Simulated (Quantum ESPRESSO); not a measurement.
# HgTe (Coloradoite) (F-43m) in Quantum ESPRESSO: notebook

The runs below take HgTe (Coloradoite) through single point, equation of state, with PW86PBE.

Everything below comes from runs of Quantum ESPRESSO 7.5. Logs are shortened: lines on timing, memory, paths and dates and some standing lists are left out, and cuts for length are marked.

### Step 1. The structure

Symmetry: F-43m, No. 216, cubic system. The conventional cell has a = 6.429 Å, b = 6.429 Å, c = 6.429 Å, α = 90.00°, β = 90.00°, γ = 90.00°. Hg (site symmetry -43m) is surrounded by 4 Te at 2.78 Å. Around Te (site symmetry -43m) lie 4 Hg at 2.78 Å.

### Step 2. Single point, PW86PBE, 31.22 Å³/atom

File pw.in:

```
&CONTROL
  calculation = 'scf'
  prefix = 'pwscf'
  outdir = './tmp'
  pseudo_dir = './pseudo'
  tprnfor = .true.
  tstress = .true.
  disk_io = 'nowf'
/
&SYSTEM
  ibrav = 0
  nat = 2
  ntyp = 2
  ecutwfc = 80
  nbnd = 26
  input_dft = 'pw86pbe'
  occupations = 'smearing'
  smearing = 'fd'
  degauss = 0.00367493
/
&ELECTRONS
  conv_thr = 4d-10
  electron_maxstep = 120
  mixing_beta = 0.5
/
ATOMIC_SPECIES
Hg   200.5920 Hg.upf
Te   127.6000 Te.upf
CELL_PARAMETERS angstrom
   0.0000000000    3.1488795465    3.1488795465
   3.1488795465    0.0000000000    3.1488795465
   3.1488795465    3.1488795465    0.0000000000
ATOMIC_POSITIONS crystal
Hg     0.0000000000    0.0000000000    0.0000000000
Te     0.7500000000    0.7500000000    0.7500000000
K_POINTS automatic
7 7 7 0 0 0
```

Potentials or basis: PseudoDojo 0.4.1 SR PBE standard.

Command:

```
$ OMP_NUM_THREADS=1 pw.x -in pw.in > pw.out
```

pw.out:

```text
This program is part of the open-source Quantum ESPRESSO suite
     for quantum simulation of materials; please cite
         "P. Giannozzi et al., J. Phys.:Condens. Matter 21 395502 (2009);
         "P. Giannozzi et al., J. Phys.:Condens. Matter 29 465901 (2017);
         "P. Giannozzi et al., J. Chem. Phys. 152 154105 (2020);
     in publications or presentations arising from this work. More details at

     IMPORTANT: XC functional enforced from input :
     Exchange-correlation= PW86PBE
                           (   1   4  21   4   0   0   0)
     Any further DFT definition will be discarded
     Please, verify this is what you really want

     Message from routine setup:
     using ibrav=0 with symmetry is DISCOURAGED, use correct ibrav instead

     G-vector sticks info
     --------------------
     sticks:   dense  smooth     PW     G-vecs:    dense   smooth      PW
     Sum        1555    1555    439                40821    40821    6231

     Using Slab Decomposition

     bravais-lattice index     =            0
     lattice parameter (alat)  =       8.4153  a.u.
     unit-cell volume          =     421.4002 (a.u.)^3
     number of atoms/cell      =            2
     number of atomic types    =            2
     number of electrons       =        36.00
     number of Kohn-Sham states=           26
     kinetic-energy cutoff     =      80.0000  Ry
     charge density cutoff     =     320.0000  Ry
     scf convergence threshold =      4.0E-10
     mixing beta               =       0.5000
     number of iterations used =            8  plain     mixing
     Exchange-correlation= PW86PBE
                           (   1   4  21   4   0   0   0)

     celldm(1)=   8.415306  celldm(2)=   0.000000  celldm(3)=   0.000000
     celldm(4)=   0.000000  celldm(5)=   0.000000  celldm(6)=   0.000000

     crystal axes: (cart. coord. in units of alat)
               a(1) = (   0.000000   0.707107   0.707107 )
               a(2) = (   0.707107   0.000000   0.707107 )
               a(3) = (   0.707107   0.707107   0.000000 )

     reciprocal axes: (cart. coord. in units 2 pi/alat)
               b(1) = ( -0.707107  0.707107  0.707107 )
               b(2) = (  0.707107 -0.707107  0.707107 )
               b(3) = (  0.707107  0.707107 -0.707107 )

     PseudoPot. # 1 for Hg read from file:
     Hg.upf
     Pseudo is Norm-conserving + core correction, Zval = 20.0
     Generated using ONCVPSP code by D. R. Hamann
     Using radial grid of 1262 points,  7 beta functions with:
                l(1) =   0
                l(2) =   0
                l(3) =   1
                l(4) =   1
                l(5) =   2
                l(6) =   2
                l(7) =   3

     PseudoPot. # 2 for Te read from file:
     Te.upf
     Pseudo is Norm-conserving + core correction, Zval = 16.0
     Generated using ONCVPSP code by D. R. Hamann
     Using radial grid of 1294 points,  6 beta functions with:
                l(1) =   0
                l(2) =   0
                l(3) =   1
                l(4) =   1
                l(5) =   2
                l(6) =   2

     atomic species   valence    mass     pseudopotential
     Hg               20.00   200.59200     Hg( 1.00)
     Te               16.00   127.60000     Te( 1.00)

     24 Sym. Ops. (no inversion) found

   Cartesian axes

     site n.     atom                  positions (alat units)
         1        Hg     tau(   1) = (   0.0000000   0.0000000   0.0000000  )
         2        Te     tau(   2) = (   1.0606602   1.0606602   1.0606602  )

     number of k points=    20  Fermi-Dirac smearing, width (Ry)=  0.0037
                       cart. coord. in units 2pi/alat
        k(    1) = (   0.0000000   0.0000000   0.0000000), wk =   0.0058309
        k(    2) = (   0.1010153   0.1010153  -0.1010153), wk =   0.0466472
        k(    3) = (   0.2020305   0.2020305  -0.2020305), wk =   0.0466472
        k(    4) = (   0.3030458   0.3030458  -0.3030458), wk =   0.0466472
        k(    5) = (   0.2020305   0.0000000  -0.0000000), wk =   0.0349854
        k(    6) = (   0.3030458   0.1010153  -0.1010153), wk =   0.1399417
[... 12 lines left out ...]
        k(   19) = (  -0.1010153  -0.5050763   0.7071068), wk =   0.1399417
        k(   20) = (  -0.0000000  -0.4040610   0.6060915), wk =   0.1399417

     Dense  grid:    40821 G-vectors     FFT dimensions: (  48,  48,  48)

     Initial potential from superposition of free atoms

     starting charge      35.9997, renormalised to      36.0000
     Starting wfcs are   19 randomized atomic wfcs +    7 random wfcs

     Self-consistent Calculation

     iteration #  1     ecut=    80.00 Ry     beta= 0.50
     Davidson diagonalization with overlap
     ethr =  1.00E-02,  avg # of iterations =  6.0

     Threshold (ethr) on eigenvalues was too large:
     Diagonalizing with lowered threshold

     Davidson diagonalization with overlap
     ethr =  1.40E-04,  avg # of iterations =  4.7

     total energy              =    -543.11084996 Ry
     estimated scf accuracy    <       0.05059554 Ry

     iteration #  2     ecut=    80.00 Ry     beta= 0.50
     Davidson diagonalization with overlap
     ethr =  1.41E-04,  avg # of iterations =  2.1

     total energy              =    -543.12447824 Ry
     estimated scf accuracy    <       0.00689312 Ry

     iteration #  3     ecut=    80.00 Ry     beta= 0.50
     Davidson diagonalization with overlap
     ethr =  1.91E-05,  avg # of iterations =  2.2

     total energy              =    -543.12567001 Ry
     estimated scf accuracy    <       0.00066710 Ry

     iteration #  4     ecut=    80.00 Ry     beta= 0.50
     Davidson diagonalization with overlap
     ethr =  1.85E-06,  avg # of iterations =  3.6

     total energy              =    -543.12571565 Ry
     estimated scf accuracy    <       0.00002598 Ry

     iteration #  5     ecut=    80.00 Ry     beta= 0.50
     Davidson diagonalization with overlap
     ethr =  7.22E-08,  avg # of iterations =  2.0
[... 8 lines left out ...]
     total energy              =    -543.12571845 Ry
     estimated scf accuracy    <       0.00000005 Ry

     iteration #  7     ecut=    80.00 Ry     beta= 0.50
     Davidson diagonalization with overlap
     ethr =  1.41E-10,  avg # of iterations =  2.1

     total energy              =    -543.12571846 Ry
     estimated scf accuracy    <       0.00000001 Ry

     iteration #  8     ecut=    80.00 Ry     beta= 0.50
     Davidson diagonalization with overlap
     ethr =  3.60E-11,  avg # of iterations =  2.0

     total energy              =    -543.12571846 Ry
     estimated scf accuracy    <          5.1E-10 Ry

     iteration #  9     ecut=    80.00 Ry     beta= 0.50
     Davidson diagonalization with overlap
     ethr =  1.43E-12,  avg # of iterations =  2.0

     End of self-consistent calculation

          k = 0.0000 0.0000 0.0000 (  5029 PWs)   bands (ev):

  -105.1484 -53.4957 -53.4957 -53.4957 -26.8125 -26.8125 -26.8125 -26.8036
   -26.8036  -2.2475   2.5553   2.5553   2.5553   3.1826   3.1826   9.7776
    10.3605  10.3605  10.3605  14.4540  14.4540  14.4540  16.7893  20.1968
    20.2290  20.2292

          k = 0.1010 0.1010-0.1010 (  5065 PWs)   bands (ev):

  -105.1484 -53.4957 -53.4957 -53.4957 -26.8126 -26.8125 -26.8125 -26.8036
   -26.8036  -2.1315   2.5880   2.5880   2.5905   3.1792   3.1792   8.2452
    10.0972  10.0972  11.1596  14.4516  14.7834  14.7834  17.9611  19.0797
    19.0797  19.7437

          k = 0.2020 0.2020-0.2020 (  5063 PWs)   bands (ev):

  -105.1484 -53.4958 -53.4957 -53.4957 -26.8129 -26.8123 -26.8123 -26.8035
   -26.8035  -1.8535   2.6539   2.6539   2.7837   3.1842   3.1842   6.3184
     9.6014   9.6014  11.2104  15.2368  15.2368  15.6768  17.9117  19.0532
    19.0532  21.8651

          k = 0.3030 0.3030-0.3030 (  5090 PWs)   bands (ev):

  -105.1484 -53.4959 -53.4957 -53.4957 -26.8132 -26.8123 -26.8123 -26.8034
   -26.8034  -1.6118   2.6955   2.6955   3.2053   3.2053   3.3060   4.7135
     9.2590   9.2590  11.0646  15.3227  15.3227  16.9967  18.0681  20.1821
    20.1821  22.4427

          k = 0.2020 0.0000-0.0000 (  5065 PWs)   bands (ev):

  -105.1484 -53.4957 -53.4957 -53.4957 -26.8128 -26.8124 -26.8124 -26.8037
   -26.8035  -2.0924   2.5597   2.6200   2.6200   3.1585   3.1969   8.1966
     9.6800   9.6800  11.8317  13.5621  15.3286  15.3286  17.7537  18.5548
    20.3060  20.8187
[... 43 lines left out ...]
          k = 0.5051 0.1010-0.1010 (  5091 PWs)   bands (ev):

  -105.1484 -53.4958 -53.4957 -53.4957 -26.8135 -26.8121 -26.8121 -26.8037
   -26.8031  -1.5091   2.7053   2.8549   2.9061   3.2376   3.3246   5.3898
     7.8583   8.2471  12.4891  13.4627  16.6107  17.5345  19.1450  20.9855
    21.7732  22.5131

          k =-0.1010-0.5051 0.5051 (  5094 PWs)   bands (ev):

  -105.1484 -53.4958 -53.4958 -53.4957 -26.8133 -26.8124 -26.8121 -26.8036
   -26.8032  -1.4036   2.7478   2.8559   3.0654   3.2107   3.6907   4.5725
     7.1818   8.3738  12.5908  14.5887  16.8319  17.1018  18.6645  20.2478
    21.6110  22.9745

          k =-0.0000-0.4041 0.4041 (  5102 PWs)   bands (ev):

  -105.1484 -53.4958 -53.4958 -53.4957 -26.8130 -26.8126 -26.8122 -26.8034
   -26.8033  -1.4868   2.7444   2.7895   3.1263   3.1702   3.3978   5.0369
     7.1728   8.8821  12.6722  14.9682  16.3412  16.4982  18.9063  18.9155
    21.5466  22.6219

          k = 0.6061-0.0000 0.0000 (  5093 PWs)   bands (ev):

  -105.1484 -53.4959 -53.4957 -53.4957 -26.8138 -26.8120 -26.8120 -26.8038
   -26.8030  -1.3876   2.7000   2.9439   2.9439   3.2556   3.5064   4.8807
     7.8380   7.8380  12.1837  12.6982  18.4360  19.0573  19.0573  20.7442
    22.7013  22.7014

          k =-0.0000-0.6061 0.6061 (  5096 PWs)   bands (ev):

  -105.1484 -53.4959 -53.4958 -53.4957 -26.8137 -26.8121 -26.8120 -26.8037
   -26.8030  -1.3403   2.7379   2.9449   2.9815   3.2420   3.7914   4.4630
     7.3560   7.8894  12.3997  13.2606  17.9617  18.5954  19.2140  20.9047
    22.2784  22.5537

          k = 0.4041 0.2020 0.0000 (  5091 PWs)   bands (ev):

  -105.1484 -53.4958 -53.4957 -53.4957 -26.8132 -26.8123 -26.8122 -26.8036
   -26.8033  -1.6466   2.6943   2.7576   2.8788   3.1868   3.2410   5.8826
     7.9506   8.8983  12.7601  13.9860  15.4138  16.9807  18.3038  20.8281
    20.9542  21.5619

          k =-0.2020-0.4041 0.6061 (  5099 PWs)   bands (ev):

  -105.1484 -53.4958 -53.4958 -53.4957 -26.8131 -26.8125 -26.8121 -26.8035
   -26.8032  -1.4610   2.7541   2.7969   3.0840   3.1962   3.5074   4.8222
     7.4344   8.4729  12.9410  14.6077  15.6065  17.5623  18.5253  20.3945
    21.0778  22.3791

          k =-0.1010-0.5051 0.7071 (  5083 PWs)   bands (ev):

  -105.1484 -53.4959 -53.4958 -53.4957 -26.8135 -26.8123 -26.8120 -26.8036
   -26.8031  -1.3788   2.7641   2.8812   3.0015   3.2215   3.6380   4.7293
     7.4355   7.7839  12.9828  13.6267  16.4578  18.1361  19.3977  21.3383
    21.8289  22.5544

          k =-0.0000-0.4041 0.6061 (  5115 PWs)   bands (ev):

  -105.1484 -53.4958 -53.4958 -53.4957 -26.8132 -26.8126 -26.8120 -26.8035
   -26.8032  -1.3580   2.7870   2.8693   3.0989   3.1617   3.8319   4.4679
     7.0613   7.8788  13.2810  14.7208  16.0308  16.8847  19.3246  20.6663
    22.5217  22.7793

     the Fermi energy is    10.3983 ev

!    total energy              =    -543.12571846 Ry
     estimated scf accuracy    <          4.0E-11 Ry
     smearing contrib. (-TS)   =      -0.00004665 Ry
     internal energy E=F+TS    =    -543.12567181 Ry

     The total energy is F=E-TS. E is the sum of the following terms:
     one-electron contribution =    -302.19662548 Ry
     hartree contribution      =     159.70259132 Ry
     xc contribution           =    -104.78282313 Ry
     ewald contribution        =    -295.84881452 Ry

     convergence has been achieved in   9 iterations

     Forces acting on atoms (cartesian axes, Ry/au):

     atom    1 type  1   force =    -0.00000000   -0.00000000   -0.00000000
     atom    2 type  2   force =     0.00000000    0.00000000    0.00000000

     Total force =     0.000000     Total SCF correction =     0.000000

     Computing stress (Cartesian axis) and pressure

          total   stress  (Ry/bohr**3)                   (kbar)     P=      112.81
   0.00076687  -0.00000000   0.00000000          112.81       -0.00        0.00
  -0.00000000   0.00076687  -0.00000000           -0.00      112.81       -0.00
   0.00000000  -0.00000000   0.00076687            0.00       -0.00      112.81

=------------------------------------------------------------------------------=
   JOB DONE.
=------------------------------------------------------------------------------=
```

Wall time 43 s (1 thread of Arm Neoverse V1, shared host); peak memory 0.13 GiB.

What came out:

```yaml
Free_energy: -7389.6019 eV
Pressure: 11.3 GPa
Band_gap_on_the_k_mesh: none (metal or under the smearing width)
```

Caveat: the potentials were made for another functional, which shifts forces and pressure.

### Step 3. Single point, PW86PBE, 31.89 Å³/atom

pw.in: that of step 2 with these lines changed.

```diff
@@ -29,5 +29,5 @@
 CELL_PARAMETERS angstrom
-   0.0000000000    3.1488795465    3.1488795465
-   3.1488795465    0.0000000000    3.1488795465
-   3.1488795465    3.1488795465    0.0000000000
+   0.0000000000    3.1710554852    3.1710554852
+   3.1710554852    0.0000000000    3.1710554852
+   3.1710554852    3.1710554852    0.0000000000
 ATOMIC_POSITIONS crystal
```

Potentials or basis: PseudoDojo 0.4.1 SR PBE standard.

Command:

```
$ OMP_NUM_THREADS=1 pw.x -in pw.in > pw.out
```

Run time: 51 s. Hardware: 1 thread of Arm Neoverse V1, shared host; peak memory 0.13 GiB.

The run converged. Its results:

| Item | Value |
| --- | --- |
| Free energy | -7389.6889 eV |
| Pressure | 9.6 GPa |
| Band gap on the k mesh | none (metal or under the smearing width) |

Caveat: the potentials were made for another functional, which shifts forces and pressure.

### Step 4. Single point, PW86PBE, 32.55 Å³/atom

pw.in: that of step 3 with these lines changed.

```diff
@@ -29,5 +29,5 @@
 CELL_PARAMETERS angstrom
-   0.0000000000    3.1710554852    3.1710554852
-   3.1710554852    0.0000000000    3.1710554852
-   3.1710554852    3.1710554852    0.0000000000
+   0.0000000000    3.1929255244    3.1929255244
+   3.1929255244    0.0000000000    3.1929255244
+   3.1929255244    3.1929255244    0.0000000000
 ATOMIC_POSITIONS crystal
```

Command:

```
$ OMP_NUM_THREADS=1 pw.x -in pw.in > pw.out
```

Run time: 53 s. Hardware: 1 thread of Arm Neoverse V1, shared host; peak memory 0.14 GiB.

It converged, with:

```yaml
Free_energy: -7389.7631 eV
Pressure: 8.2 GPa
Band_gap_on_the_k_mesh: none (metal or under the smearing width)
```

Caveat: the potentials were made for another functional, which shifts forces and pressure.

### Step 5. Single point, PW86PBE, 33.22 Å³/atom

pw.in: that of step 4 with these lines changed.

```diff
@@ -29,5 +29,5 @@
 CELL_PARAMETERS angstrom
-   0.0000000000    3.1929255244    3.1929255244
-   3.1929255244    0.0000000000    3.1929255244
-   3.1929255244    3.1929255244    0.0000000000
+   0.0000000000    3.2145000000    3.2145000000
+   3.2145000000    0.0000000000    3.2145000000
+   3.2145000000    3.2145000000    0.0000000000
 ATOMIC_POSITIONS crystal
```

Command:

```
$ OMP_NUM_THREADS=1 pw.x -in pw.in > pw.out
```

Wall time 54 s (1 thread of Arm Neoverse V1, shared host); peak memory 0.14 GiB.

It converged, with:

- Free energy: -7389.8257 eV
- Pressure: 6.8 GPa
- Band gap on the k mesh: none (metal or under the smearing width)

Caveat: the potentials were made for another functional, which shifts forces and pressure.

### Step 6. Single point, PW86PBE, 33.88 Å³/atom

pw.in: that of step 5 with these lines changed.

```diff
@@ -29,5 +29,5 @@
 CELL_PARAMETERS angstrom
-   0.0000000000    3.2145000000    3.2145000000
-   3.2145000000    0.0000000000    3.2145000000
-   3.2145000000    3.2145000000    0.0000000000
+   0.0000000000    3.2357886999    3.2357886999
+   3.2357886999    0.0000000000    3.2357886999
+   3.2357886999    3.2357886999    0.0000000000
 ATOMIC_POSITIONS crystal
```

Potentials or basis: PseudoDojo 0.4.1 SR PBE standard.

Command:

```
$ OMP_NUM_THREADS=1 pw.x -in pw.in > pw.out
```

Run time: 54 s. Hardware: 1 thread of Arm Neoverse V1, shared host; peak memory 0.14 GiB.

Results (log left out):

* Free energy: -7389.8778 eV
* Pressure: 5.6 GPa
* Band gap on the k mesh: none (metal or under the smearing width)

Caveat: the potentials were made for another functional, which shifts forces and pressure.

### Step 7. Single point, PW86PBE, 34.54 Å³/atom

pw.in: that of step 6 with these lines changed.

```diff
@@ -29,5 +29,5 @@
 CELL_PARAMETERS angstrom
-   0.0000000000    3.2357886999    3.2357886999
-   3.2357886999    0.0000000000    3.2357886999
-   3.2357886999    3.2357886999    0.0000000000
+   0.0000000000    3.2568009036    3.2568009036
+   3.2568009036    0.0000000000    3.2568009036
+   3.2568009036    3.2568009036    0.0000000000
 ATOMIC_POSITIONS crystal
```

Command:

```
$ OMP_NUM_THREADS=1 pw.x -in pw.in > pw.out
```

Wall time 54 s (1 thread of Arm Neoverse V1, shared host); peak memory 0.14 GiB.

It converged, with:

- Free energy: -7389.9206 eV
- Pressure: 4.6 GPa
- Band gap on the k mesh: none (metal or under the smearing width)

Caveat: the potentials were made for another functional, which shifts forces and pressure.

### Step 8. Single point, PW86PBE, 35.21 Å³/atom

pw.in: that of step 7 with these lines changed.

```diff
@@ -29,5 +29,5 @@
 CELL_PARAMETERS angstrom
-   0.0000000000    3.2568009036    3.2568009036
-   3.2568009036    0.0000000000    3.2568009036
-   3.2568009036    3.2568009036    0.0000000000
+   0.0000000000    3.2775454177    3.2775454177
+   3.2775454177    0.0000000000    3.2775454177
+   3.2775454177    3.2775454177    0.0000000000
 ATOMIC_POSITIONS crystal
```

Command:

```
$ OMP_NUM_THREADS=1 pw.x -in pw.in > pw.out
```

Run time: 55 s. Hardware: 1 thread of Arm Neoverse V1, shared host; peak memory 0.14 GiB.

Results (log left out):

| Quantity | Value |
| --- | --- |
| Free energy | -7389.9550 eV |
| Pressure | 3.6 GPa |
| Band gap on the k mesh | none (metal or under the smearing width) |

Caveat: the potentials were made for another functional, which shifts forces and pressure.

### Step 9. Equation of state, PW86PBE

Potentials or basis: PseudoDojo 0.4.1 SR PBE standard.

No new run: the results of the series are fitted here.

What came out:

```
Equilibrium volume : 38.71 Å³/atom (rough: see the caveat)
Bulk modulus       : 30 GPa (rough)
```

Energy against volume, from the lowest point:
```tsv
volume (Å³/atom)	energy (meV/atom)
31.223	176.56
31.887	133.01
32.551	95.93
33.215	64.65
33.880	38.60
34.544	17.19
35.208	0.00
```

Caveat: the potentials were made for another functional, which shifts forces and pressure; the minimum lies outside the volumes run.
